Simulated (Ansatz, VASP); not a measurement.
**One calculation of NbSi, two programs**

Contents of INCAR:

```
SYSTEM = NbSi
PREC = Accurate
ENCUT = 520
EDIFF = 1E-7
ISMEAR = -1
SIGMA = 0.1
LREAL = .False.
LASPH = .True.
NELM = 100
ALGO = Normal
ISIF = 2
LWAVE = .False.
LCHARG = .False.
NBANDS = 16
```

The input KPOINTS:

```
regular mesh
0
Gamma
  14 14 14
  0 0 0
```

Contents of POSCAR:

```
NbSi
1.0
    3.1099964734      0.0000000000      0.0000000000
    0.0000000000      3.1099964734      0.0000000000
    0.0000000000      0.0000000000      3.1099964734
Nb Si
1 1
Direct
    0.0000000000      0.0000000000      0.0000000000
    0.5000000000      0.5000000000      0.5000000000
```

Input for Ansatz:

```yaml
crystal:
  lattice:
    - [3.1099964734, 0.0, 0.0]
    - [0.0, 3.1099964734, 0.0]
    - [0.0, 0.0, 3.1099964734]
  atoms:
    - { symbol: Nb, position: [0.0, 0.0, 0.0] }
    - { symbol: Si, position: [0.5, 0.5, 0.5] }
kpoints:
  mp_grid: { grid: [14, 14, 14] }
  band_path:
    path:
      - [0.0, 0.0, 0.0]
      - [0.0, 0.5, 0.0]
      - [0.5, 0.5, 0.0]
      - [0.0, 0.0, 0.0]
      - [0.5, 0.5, 0.5]
      - [0.0, 0.5, 0.0]
      - [0.5, 0.5, 0.5]
      - [0.5, 0.5, 0.0]
    npoints: 14
scf:
  occupations: { method: fermi_dirac, width: 0.1 }
hamiltonian:
  xc: lda
  pseudopotentials: { kind: all_electron, lapw: { basis_error: 0.001 } }
output:
  forces: true
  stress: true
  eigenvalues: true
  populations: true
  dos: { projected: true, de: 0.2, e_range: [-14, 8] }
```

The cell comes from a database or a generator and needn't be the stable form of this composition.

Alike in both runs: task single point; functional LDA; k mesh 14 × 14 × 14; occupations fermi-dirac, width 0.1 eV; no spin polarisation.

|  | VASP | Ansatz |
| --- | --- | --- |
| version | VASP 6.6.1 | Ansatz 0.2.0 |
| potentials or method | VASP PAW LDA potentials, release 64 (Nb_sv, Si) | all-electron LAPW, scalar-relativistic |
| plane-wave cutoff (eV) | 520 | see its input |

```tsv
	VASP	Ansatz	Ansatz less VASP
pressure (GPa)	0.0	0.0	-0.02
```

Ansatz ran all-electron here, so the differences hold the error of VASP's frozen core and of both bases.
